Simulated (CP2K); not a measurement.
Runs of CP2K 2026.2 on BeS. The structure is cubic, space group F-43m (No. 216). Conventional cell: a = 4.850 Å, b = 4.850 Å, c = 4.850 Å, α = 90.00°, β = 90.00°, γ = 90.00°. Around S (site symmetry -43m) lie 4 Be at 2.10 Å. Be (site symmetry -43m) is surrounded by 4 S at 2.10 Å. 

```csv
level,potentials or basis,smearing,NGRIDS,points a segment of the path (NPOINTS),bands added on the path,CUTOFF of the grids,gap on the mesh (eV),pressure (GPa)
PBEsol,"POTENTIAL_UZH S GTH-PBE-q6, Be GTH-PBE-q4; TZVP-MOLOPT-PBE-GTH basis",fermi-dirac 0.01 eV,4,10,2,850 Ry,4.14,(b)
LDA,"GTH_POTENTIALS S GTH-PADE-q6, Be GTH-PADE-q4; TZVP-MOLOPT-PBE-GTH basis",fermi-dirac 0.05 eV,4,10,4,850 Ry,(a),-1.8
r2SCAN,"POTENTIAL_UZH S GTH-SCAN-q6, Be GTH-SCAN-q4; TZVP-MOLOPT-SCAN-GTH basis",fermi-dirac 0.05 eV,5,10,2,1250 Ry,4.83,2.5
TB-mBJ,"POTENTIAL_UZH S GTH-PBE-q6, Be GTH-PBE-q4; TZVP-MOLOPT-PBE-GTH basis",fermi-dirac 0.05 eV,4,6,6,1250 Ry,4.72,-
```

Alike in all rows: task band structure; no spin polarisation; cell as given; k mesh 9 × 9 × 9.

Problem. Estimate the missing entries.

Solution. (a) 4.10; (b) 1.0.

Caveats: the mesh misses the band edges, which the band path finds closer together; the basis of atomic orbitals isn't converged, which shifts pressures, moduli and gaps; the potentials were made for another functional, which shifts forces and pressure (some runs); this is a model potential without an energy functional, so only levels have meaning (some runs).
